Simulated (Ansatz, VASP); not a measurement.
Te2Mo: VASP beside Ansatz

```
CELL_PARAMETERS angstrom
6.36161 0.00000 0.00000
0.00000 3.48040 0.00000
-0.08574 0.00000 36.17589
ATOMIC_POSITIONS crystal
Te 0.42925 0.75000 0.54070
Te 0.57075 0.25000 0.45930
Te 0.92085 0.25000 0.55653
Te 0.07915 0.75000 0.44347
Mo 0.18135 0.25000 0.49747
Mo 0.81865 0.75000 0.50253
```

Alike in both runs: task single point; functional PBE; k mesh 4 × 8 × 1; occupations gaussian, width 0.011 eV; no spin polarisation.

|  | VASP | Ansatz |
| --- | --- | --- |
| version | VASP 6.6.1 | Ansatz 0.2.0 |
| potentials or method | VASP PAW PBE potentials, release 64 (Te, Mo_sv) | Ansatz PAW |
| plane-wave cutoff (eV) | 520 | 420 |
| valence electrons in the cell | 52 | 92 |

|  | VASP | Ansatz | Ansatz less VASP |
| --- | --- | --- | --- |
| gap on the k mesh at the Fermi level (eV) | none | none | - |
| rms of the force components (eV/Å) | 0.095 | 0.090 | -0.0043 |

Atom by atom the forces differ by 0.006 eV/Å (rms over components). A gap of «none» marks a metal or a gap that the smearing closes. The two sets of potentials don't hold the same shells in valence.

Spin-orbit coupling is left out, which matters for the levels of Te.
